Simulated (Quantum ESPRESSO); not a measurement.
# NiO (Pm-3m) in Quantum ESPRESSO: a series of runs

Aim: see how the results for NiO move with the level of theory and the settings. Levels: LDA, PBEsol. Tasks: phonons, phonon dispersion.

All numbers are computed with Quantum ESPRESSO 7.5; they aren't measurements. Logs are shortened: lines on timing, memory, paths and dates and some standing lists are left out, and cuts for length are marked.

### 1 The crystal as given

Symmetry: Pm-3m, No. 221, cubic system. Conventional cell: a = 2.505 Å, b = 2.505 Å, c = 2.505 Å, α = 90.00°, β = 90.00°, γ = 90.00°. Ni (site symmetry m-3m) has 8 O at 2.17 Å as nearest neighbours. Around O (site symmetry m-3m) lie 8 Ni at 2.17 Å.

Measurements of this composition are mostly on another form, of space group No. 225.

### 2 Phonons, LDA, collinear spin, ferromagnetic start, target pressure 20 GPa, at which the enthalpy is minimised

File pw.in:

```
&CONTROL
  calculation = 'scf'
  prefix = 'pwscf'
  outdir = './tmp'
  pseudo_dir = './pseudo'
  tprnfor = .true.
  tstress = .true.
  disk_io = 'low'
/
&SYSTEM
  ibrav = 0
  nat = 2
  ntyp = 2
  ecutwfc = 45
  ecutrho = 360
  nbnd = 22
  occupations = 'smearing'
  smearing = 'fd'
  degauss = 0.00367493
  nspin = 2
  starting_magnetization(1) = 0.0556
  starting_magnetization(2) = 0
/
&ELECTRONS
  conv_thr = 4d-10
  electron_maxstep = 120
  mixing_beta = 0.3
/
ATOMIC_SPECIES
Ni    58.6934 ni_lda_v1.4.uspp.F.UPF
O     15.9990 o_lda_v1.2.uspp.F.UPF
CELL_PARAMETERS bohr
   4.7330371157    0.0000000000    0.0000000000
   0.0000000000    4.7330371157    0.0000000000
   0.0000000000    0.0000000000    4.7330371157
ATOMIC_POSITIONS bohr
Ni     0.0000000000    0.0000000000    0.0000000000
O      2.3665185579    2.3665185579    2.3665185579
K_POINTS automatic
6 6 6 1 1 1
```

File relax.in:

```
&CONTROL
  calculation = 'vc-relax'
  prefix = 'pwscf'
  outdir = './tmp'
  pseudo_dir = './pseudo'
  tprnfor = .true.
  tstress = .true.
  disk_io = 'low'
  nstep = 40
  forc_conv_thr = 0.0001
  etot_conv_thr = 1d-06
/
&SYSTEM
  ibrav = 0
  nat = 2
  ntyp = 2
  ecutwfc = 45
  ecutrho = 360
  nbnd = 22
  occupations = 'smearing'
  smearing = 'fd'
  degauss = 0.00367493
  nspin = 2
  starting_magnetization(1) = 0.0556
  starting_magnetization(2) = 0
/
&ELECTRONS
  conv_thr = 4d-10
  electron_maxstep = 120
  mixing_beta = 0.3
/
&IONS
  ion_dynamics = 'bfgs'
/
&CELL
  cell_dynamics = 'bfgs'
  press = 200
  press_conv_thr = 0.2
/
ATOMIC_SPECIES
Ni    58.6934 ni_lda_v1.4.uspp.F.UPF
O     15.9990 o_lda_v1.2.uspp.F.UPF
CELL_PARAMETERS bohr
   4.7330371157    0.0000000000    0.0000000000
   0.0000000000    4.7330371157    0.0000000000
   0.0000000000    0.0000000000    4.7330371157
ATOMIC_POSITIONS bohr
Ni     0.0000000000    0.0000000000    0.0000000000
O      2.3665185579    2.3665185579    2.3665185579
K_POINTS automatic
6 6 6 1 1 1
```

File scf2.in:

```
&CONTROL
  calculation = 'scf'
  prefix = 'pwscf'
  outdir = './tmp'
  pseudo_dir = './pseudo'
  tprnfor = .true.
  tstress = .true.
  disk_io = 'low'
/
&SYSTEM
  ibrav = 0
  nat = 2
  ntyp = 2
  ecutwfc = 45
  ecutrho = 360
  nbnd = 22
  occupations = 'smearing'
  smearing = 'fd'
  degauss = 0.00367493
  nspin = 2
  starting_magnetization(1) = 0.0556
  starting_magnetization(2) = 0
/
&ELECTRONS
  conv_thr = 1d-13
  electron_maxstep = 120
  mixing_beta = 0.3
  startingpot = 'file'
  startingwfc = 'file'
/
ATOMIC_SPECIES
Ni    58.6934 ni_lda_v1.4.uspp.F.UPF
O     15.9990 o_lda_v1.2.uspp.F.UPF
CELL_PARAMETERS bohr
   4.6594067176    0.0000000000    0.0000000000
   0.0000000000    4.6594067176    0.0000000000
   0.0000000000    0.0000000000    4.6594067176
ATOMIC_POSITIONS bohr
Ni     0.0000000000    0.0000000000    0.0000000000
O      2.3297033588    2.3297033588    2.3297033588
K_POINTS automatic
6 6 6 1 1 1
```

File ph.in:

```
phonons of NiO
&INPUTPH
  prefix = 'pwscf'
  outdir = './tmp'
  tr2_ph = 1d-18
  fildyn = 'dyn'
  niter_ph = 90
  alpha_mix(1) = 0.4
/
0.0000000000 0.0000000000 0.0000000000
```

File dynmat.in:

```
&INPUT
  fildyn = 'dyn'
  asr = 'crystal'
  filout = 'dynmat.disp'
  fileig = 'dynmat.eig'
/
```

Potentials or basis: GBRV 1.5 LDA.

Run with:

```sh
OMP_NUM_THREADS=1 pw.x -in pw.in > pw.out
OMP_NUM_THREADS=1 pw.x -in relax.in > relax.out
OMP_NUM_THREADS=1 pw.x -in scf2.in > scf2.out
OMP_NUM_THREADS=1 ph.x -in ph.in > ph.out
OMP_NUM_THREADS=1 dynmat.x -in dynmat.in > dynmat.out
```

pw.out:

```text
This program is part of the open-source Quantum ESPRESSO suite
     for quantum simulation of materials; please cite
[... 9 lines left out ...]
     --------------------
     sticks:   dense  smooth     PW     G-vecs:    dense   smooth      PW
     Sum         641     325    101                12197     4385     799

     Using Slab Decomposition

     bravais-lattice index     =            0
     lattice parameter (alat)  =       4.7330  a.u.
     unit-cell volume          =     106.0278 (a.u.)^3
     number of atoms/cell      =            2
     number of atomic types    =            2
     number of electrons       =        24.00
     number of Kohn-Sham states=           22
     kinetic-energy cutoff     =      45.0000  Ry
     charge density cutoff     =     360.0000  Ry
     scf convergence threshold =      4.0E-10
     mixing beta               =       0.3000
     number of iterations used =            8  plain     mixing
     Exchange-correlation= SLA  PZ   NOGX NOGC
                           (   1   1   0   0   0   0   0)

     celldm(1)=   4.733037  celldm(2)=   0.000000  celldm(3)=   0.000000
     celldm(4)=   0.000000  celldm(5)=   0.000000  celldm(6)=   0.000000

     crystal axes: (cart. coord. in units of alat)
               a(1) = (   1.000000   0.000000   0.000000 )
               a(2) = (   0.000000   1.000000   0.000000 )
               a(3) = (   0.000000   0.000000   1.000000 )

     reciprocal axes: (cart. coord. in units 2 pi/alat)
               b(1) = (  1.000000  0.000000  0.000000 )
               b(2) = (  0.000000  1.000000  0.000000 )
               b(3) = (  0.000000  0.000000  1.000000 )

     PseudoPot. # 1 for Ni read from file:
     ni_lda_v1.4.uspp.F.UPF
     Pseudo is Ultrasoft + core correction, Zval = 18.0
     Generated by new atomic code, or converted to UPF format
     Using radial grid of  865 points,  6 beta functions with:
                l(1) =   0
                l(2) =   0
                l(3) =   1
                l(4) =   1
                l(5) =   2
                l(6) =   2
     Q(r) pseudized with 10 coefficients,  rinner =    0.980   0.980   0.980
                                                       0.980   0.980

     PseudoPot. # 2 for O  read from file:
     o_lda_v1.2.uspp.F.UPF
     Pseudo is Ultrasoft + core correction, Zval =  6.0
     Generated by new atomic code, or converted to UPF format
     Using radial grid of  737 points,  5 beta functions with:
                l(1) =   0
                l(2) =   0
                l(3) =   1
                l(4) =   1
                l(5) =   2
     Q(r) pseudized with  8 coefficients,  rinner =    0.900   0.900   0.900
                                                       0.900   0.900

     atomic species   valence    mass     pseudopotential
     Ni               18.00    58.69340     Ni( 1.00)
     O                 6.00    15.99900     O ( 1.00)

     Starting magnetic structure
     atomic species   magnetization
     Ni              0.056
     O               0.000

     48 Sym. Ops., with inversion, found

   Cartesian axes

     site n.     atom                  positions (alat units)
         1        Ni     tau(   1) = (   0.0000000   0.0000000   0.0000000  )
         2        O      tau(   2) = (   0.5000000   0.5000000   0.5000000  )

     number of k points=    10  Fermi-Dirac smearing, width (Ry)=  0.0037
                       cart. coord. in units 2pi/alat
        k(    1) = (   0.0833333   0.0833333   0.0833333), wk =   0.0370370
        k(    2) = (   0.0833333   0.0833333   0.2500000), wk =   0.1111111
        k(    3) = (   0.0833333   0.0833333   0.4166667), wk =   0.1111111
        k(    4) = (   0.0833333   0.2500000   0.2500000), wk =   0.1111111
        k(    5) = (   0.0833333   0.2500000   0.4166667), wk =   0.2222222
        k(    6) = (   0.0833333   0.4166667   0.4166667), wk =   0.1111111
        k(    7) = (   0.2500000   0.2500000   0.2500000), wk =   0.0370370
        k(    8) = (   0.2500000   0.2500000   0.4166667), wk =   0.1111111
        k(    9) = (   0.2500000   0.4166667   0.4166667), wk =   0.1111111
        k(   10) = (   0.4166667   0.4166667   0.4166667), wk =   0.0370370

     Dense  grid:    12197 G-vectors     FFT dimensions: (  30,  30,  30)

     Smooth grid:     4385 G-vectors     FFT dimensions: (  24,  24,  24)

     Check: negative core charge=   -0.000007
     Generating pointlists ...
     new r_m :   0.3572 (alat units)  1.6908 (a.u.) for type    1
     new r_m :   0.3572 (alat units)  1.6908 (a.u.) for type    2

     Initial potential from superposition of free atoms

     starting charge      22.0000, renormalised to      24.0000
     Starting wfcs are   17 randomized atomic wfcs +    5 random wfcs

     Self-consistent Calculation

     iteration #  1     ecut=    45.00 Ry     beta= 0.30
     Davidson diagonalization with overlap
     ethr =  1.00E-02,  avg # of iterations =  5.8

     total energy              =    -366.48846294 Ry
     estimated scf accuracy    <      29.74149561 Ry

     total magnetization       =     0.84 Bohr mag/cell
     absolute magnetization    =     0.84 Bohr mag/cell

     iteration #  2     ecut=    45.00 Ry     beta= 0.30
     Davidson diagonalization with overlap
     ethr =  1.00E-02,  avg # of iterations =  2.8

     total energy              =    -374.35977590 Ry
     estimated scf accuracy    <      11.82163579 Ry

     total magnetization       =     0.13 Bohr mag/cell
     absolute magnetization    =     0.15 Bohr mag/cell

     iteration #  3     ecut=    45.00 Ry     beta= 0.30
     Davidson diagonalization with overlap
     ethr =  1.00E-02,  avg # of iterations =  2.0

     total energy              =    -375.27335490 Ry
     estimated scf accuracy    <       0.26056027 Ry

     total magnetization       =     0.46 Bohr mag/cell
     absolute magnetization    =     0.47 Bohr mag/cell
[... 145 lines left out ...]
     total energy              =    -375.34899536 Ry
     estimated scf accuracy    <          6.4E-09 Ry

     total magnetization       =     1.16 Bohr mag/cell
     absolute magnetization    =     1.19 Bohr mag/cell

     iteration # 19     ecut=    45.00 Ry     beta= 0.30
     Davidson diagonalization with overlap
     ethr =  2.69E-11,  avg # of iterations =  2.0

     total energy              =    -375.34899539 Ry
     estimated scf accuracy    <       0.00000001 Ry

     total magnetization       =     1.16 Bohr mag/cell
     absolute magnetization    =     1.19 Bohr mag/cell

     iteration # 20     ecut=    45.00 Ry     beta= 0.30
     Davidson diagonalization with overlap
     ethr =  2.69E-11,  avg # of iterations =  1.9

     Magnetic moment per site  (integrated on atomic sphere of radius R)
     atom   1 (R=0.357)  charge= 15.9336  magn=  0.8735
     atom   2 (R=0.357)  charge=  5.7739  magn=  0.2957

     End of self-consistent calculation

 ------ SPIN UP ------------

          k = 0.0833 0.0833 0.0833 (   531 PWs)   bands (ev):

   -86.4751 -47.2580 -47.2572 -47.2572  -4.1654  12.2517  12.2517  12.4013
    13.8645  13.8645  15.3572  15.3572  15.5124  19.7074  32.6394  32.6394
    37.1434  39.1704  39.1704  46.8662  46.8662  51.1415

          k = 0.0833 0.0833 0.2500 (   534 PWs)   bands (ev):

   -86.4704 -47.3071 -47.2534 -47.2530  -3.5494   9.7009  12.1856  12.4655
    13.3766  14.6773  15.1181  15.9116  16.2610  21.5685  30.1867  32.9536
    36.3490  37.1071  42.5729  44.3807  45.8470  48.7831

          k = 0.0833 0.0833 0.4167 (   543 PWs)   bands (ev):

   -86.4656 -47.3565 -47.2491 -47.2487  -2.7980   7.6237  11.9829  12.3687
    13.2925  15.1313  15.6095  16.2661  16.9372  23.6682  26.6815  33.5614
    34.9181  36.0152  42.6307  45.3953  48.0631  48.7050

          k = 0.0833 0.2500 0.2500 (   538 PWs)   bands (ev):

   -86.4657 -47.3031 -47.3012 -47.2490  -3.0280   9.8567  10.7139  12.5303
    13.6757  14.6326  15.2382  15.4105  16.4316  22.8435  30.2185  30.6054
    36.2025  37.2322  41.9978  44.6504  47.0637  49.4302

          k = 0.0833 0.2500 0.4167 (   542 PWs)   bands (ev):

   -86.4609 -47.3509 -47.2972 -47.2449  -2.4115   8.4537  10.8719  12.7713
    13.6189  14.7646  15.0739  15.6997  16.5953  24.0100  27.1814  30.7907
    35.9070  37.4220  42.5124  45.2300  47.6209  50.1783
[... 9 lines left out ...]
   -86.4610 -47.2992 -47.2964 -47.2964  -2.5489  10.5704  10.5704  10.7024
    14.2899  14.2899  14.8867  16.2886  16.2886  23.2321  29.7618  29.7618
    34.8014  38.7050  38.7050  48.1055  49.1449  49.1449

          k = 0.2500 0.2500 0.4167 (   544 PWs)   bands (ev):

   -86.4563 -47.3454 -47.2934 -47.2916  -1.9867   8.9468  10.4109  11.6578
    14.2199  14.6469  14.7510  16.0037  16.9877  23.9037  27.2589  28.6280
    36.5187  37.5779  39.8486  44.8210  50.1811  53.1997

          k = 0.2500 0.4167 0.4167 (   545 PWs)   bands (ev):

   -86.4517 -47.3402 -47.3397 -47.2878  -1.4933   9.3437   9.4049  11.0925
    14.4297  15.1819  15.3287  16.1084  16.8594  23.5544  26.6742  26.9283
    37.0474  37.8887  40.3844  41.4112  52.7537  53.9918

          k = 0.4167 0.4167 0.4167 (   549 PWs)   bands (ev):

   -86.4471 -47.3351 -47.3344 -47.3344  -0.9250   9.1316   9.1316   9.4621
    15.6132  15.6132  16.2162  16.9971  16.9971  23.7851  24.8261  24.8261
    34.4729  40.0029  40.0029  40.0558  56.0251  59.5335

 ------ SPIN DOWN ----------

          k = 0.0833 0.0833 0.0833 (   531 PWs)   bands (ev):

   -85.3287 -46.1544 -46.1536 -46.1536  -3.7527  12.8392  12.8392  12.9096
    14.5589  14.5589  16.3182  16.3182  16.4655  20.1045  32.9736  32.9736
    37.4402  39.4414  39.4414  47.0447  47.0447  51.1956

          k = 0.0833 0.0833 0.2500 (   534 PWs)   bands (ev):

   -85.3238 -46.2061 -46.1495 -46.1490  -3.1176  10.1068  12.7883  13.0421
    14.1385  15.4917  16.0900  16.8228  17.1600  21.9904  30.5787  33.2412
    36.6051  37.2850  42.7692  44.6331  46.0819  48.9806

          k = 0.0833 0.0833 0.4167 (   543 PWs)   bands (ev):

   -85.3188 -46.2581 -46.1450 -46.1445  -2.3371   7.9552  12.6152  12.9910
    14.0603  16.1225  16.5029  17.1375  17.8267  24.0358  27.0846  33.7887
    35.0472  36.2513  42.8975  45.6680  48.2484  49.0179

          k = 0.0833 0.2500 0.2500 (   538 PWs)   bands (ev):

   -85.3189 -46.2019 -46.1998 -46.1449  -2.5790  10.2807  11.1612  13.1345
    14.4640  15.5369  16.1717  16.3057  17.3297  23.2868  30.5392  30.9997
    36.4189  37.4423  42.1701  44.9304  47.2840  49.5850

          k = 0.0833 0.2500 0.4167 (   542 PWs)   bands (ev):

   -85.3139 -46.2521 -46.1956 -46.1405  -1.9379   8.8061  11.3625  13.3888
    14.3884  15.7133  15.9958  16.6096  17.4719  24.4227  27.5229  31.1307
    36.1074  37.6934  42.7667  45.4447  47.8175  50.4708
[... 9 lines left out ...]
   -85.3140 -46.1978 -46.1947 -46.1947  -2.0845  11.0677  11.0677  11.1079
    15.1305  15.1305  15.8512  17.2051  17.2051  23.6397  30.1084  30.1084
    35.1009  38.9210  38.9210  48.4194  49.3936  49.3936

          k = 0.2500 0.2500 0.4167 (   544 PWs)   bands (ev):

   -85.3091 -46.2464 -46.1916 -46.1896  -1.5004   9.3354  10.9522  12.1154
    15.0268  15.5668  15.6563  16.9351  17.9088  24.2897  27.5823  28.9159
    36.8615  37.8404  40.1597  45.1257  50.3642  53.3646

          k = 0.2500 0.4167 0.4167 (   545 PWs)   bands (ev):

   -85.3043 -46.2408 -46.2403 -46.1857  -0.9895   9.7893   9.8542  11.6304
    15.2263  16.0788  16.2224  17.0452  17.7728  23.9005  26.9511  27.2224
    37.3876  38.2340  40.7426  41.7510  52.9015  54.1040

          k = 0.4167 0.4167 0.4167 (   549 PWs)   bands (ev):

   -85.2995 -46.2354 -46.2347 -46.2347  -0.4022   9.6216   9.6216   9.9436
    16.5219  16.5219  17.0989  17.9303  17.9303  24.0371  25.0339  25.0339
    34.7921  40.4107  40.4107  40.4655  56.2973  59.6572

     the Fermi energy is    16.7164 ev

!    total energy              =    -375.34899541 Ry
     estimated scf accuracy    <          6.2E-11 Ry
     smearing contrib. (-TS)   =      -0.00136224 Ry
     internal energy E=F+TS    =    -375.34763317 Ry

     The total energy is F=E-TS. E is the sum of the following terms:
     one-electron contribution =    -195.00198600 Ry
     hartree contribution      =     114.34489666 Ry
     xc contribution           =     -42.28490386 Ry
     ewald contribution        =    -252.40563996 Ry

     total magnetization       =     1.16 Bohr mag/cell
     absolute magnetization    =     1.19 Bohr mag/cell

     convergence has been achieved in  20 iterations

     Forces acting on atoms (cartesian axes, Ry/au):

     atom    1 type  1   force =     0.00000000    0.00000000    0.00000000
     atom    2 type  2   force =     0.00000000    0.00000000    0.00000000

     Total force =     0.000000     Total SCF correction =     0.000000

     Computing stress (Cartesian axis) and pressure

          total   stress  (Ry/bohr**3)                   (kbar)     P=       52.91
   0.00035968   0.00000000   0.00000000           52.91        0.00        0.00
   0.00000000   0.00035968   0.00000000            0.00       52.91        0.00
   0.00000000   0.00000000   0.00035968            0.00        0.00       52.91

=------------------------------------------------------------------------------=
   JOB DONE.
=------------------------------------------------------------------------------=
```

It took 1.7 min on 1 thread of Intel Xeon Platinum 8488C (Sapphire Rapids), shared host; peak memory 0.08 GiB.

Results:

| Quantity | Value |
| --- | --- |
| Free energy | -5106.8261 eV |
| Relaxed volume | 7.49 Å³/atom |
| Relaxed cell | a = 2.466 Å, b = 2.466 Å, c = 2.466 Å, α = 90.00°, β = 90.00°, γ = 90.00° |
| Space group after relaxing (to 0.05 Å) | Pm-3m (No. 221) |
| Pressure after relaxing | 19.9 GPa |
| Band gap on the k mesh | none (metal or under the smearing width) |
| Net moment | 1.08 μB per cell |
| Absolute moment | 1.10 μB per cell |
| Site moments | Ni +0.81; O +0.27 μB |
| Valence electrons inside the program's atomic spheres | Ni 15.93; O 5.77 |
| Highest phonon frequency at Γ | 174 cm⁻¹ |

Step by step:
| step | energy change (eV) | largest force (eV/Å) | pressure (GPa) | volume (Å³) |
| --- | --- | --- | --- | --- |
| 1 | 0.0000 | 0.0000 | 5.29 | 15.71 |
| 2 | 0.1223 | 0.0000 | 29.92 | 14.56 |
| 3 | 0.0541 | 0.0000 | 19.67 | 15.00 |
| 4 | 0.0559 | 0.0000 | 20.00 | 14.99 |
| 5 | 0.0559 | 0.0000 | 20.00 | 14.99 |

Final structure:
```
Ni O
1.0
     2.46565    0.00000    0.00000
     0.00000    2.46565    0.00000
     0.00000    0.00000    2.46565
Ni O
1 1
Direct
  0.00000 0.00000 0.00000
  0.50000 0.50000 0.50000
```

Levels at points of the mesh, in eV from the Fermi level:
Spin up:
```
           k point  band 10  band 11  band 12  band 13  band 14  band 15  band 16  band 17
(0.08, 0.08, 0.08)    -2.99    -1.36    -1.36    -1.17     3.38    16.27    16.27    21.13
```
Spin down:
```tsv
k point	band 8	band 9	band 10	band 11	band 12	band 13	band 14	band 15
(0.08, 0.08, 0.08)	-4.04	-2.35	-2.35	-0.46	-0.46	-0.28	3.75	16.59
```

Phonon frequencies in cm⁻¹ (negative: imaginary):
| q point | frequencies |
| --- | --- |
| (0.000, 0.000, 0.000) | -10 -10 -10 174 174 174 |

Optical modes at Γ, degenerate ones joined:
```csv
cm⁻¹,components,symmetry,active in
174,3,T1u,IR
```

Caveat: the k mesh is coarse (spacing up to 0.42 Å⁻¹), so the values aren't converged; the mesh is thin for the phonons of a metal; the cell is more than 3 GPa from zero pressure, which shifts response properties; a cell with one magnetic atom can't hold antiferromagnetic order, which such compounds often take; semilocal functionals often make such compounds metallic where correlation or magnetic order opens a gap, which also shifts bond lengths.

(Continued in part 2 of 4.)
